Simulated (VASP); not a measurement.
Here is a VASP 6.6.1 calculation.

The input INCAR:

```
PREC = Accurate
ENCUT = 520
EDIFF = 1E-6
ISMEAR = 0
SIGMA = 0.1
LREAL = F
LASPH = T
NELM = 80
ALGO = Normal
ISIF = 2
LWAVE = F
LCHARG = F
LNONCOLLINEAR = T
MAGMOM = 0 0 0
LORBIT = 11
LSORBIT = T
GGA_COMPAT = F
LMAXMIX = 4
GGA = PS
NBANDS = 19
```

The input KPOINTS:

```
Automatic mesh
0
Gamma
  20 20 20
```

The input POSCAR:

```
Os
1.0
   -1.5319200000      1.5319200000      1.5319200000
    1.5319200000     -1.5319200000      1.5319200000
    1.5319200000      1.5319200000     -1.5319200000
Os
1
Direct
    0.0000000000      0.0000000000      0.0000000000
```

Potentials or basis: VASP PAW PBE potentials, release 64 (Os).

Launch:

```sh
$ cat potpaw_PBE.64/Os/POTCAR > POTCAR
$ mpirun -np 1 vasp_ncl > vasp.out
```

(1) What does it give for the pressure?

(2) Estimate the net moment.

Results:

(1) 0.8 GPa.

(2) 0.00 μB per cell.

Caveat: the PAW data sets were made with another functional, which shifts forces and pressure a little.
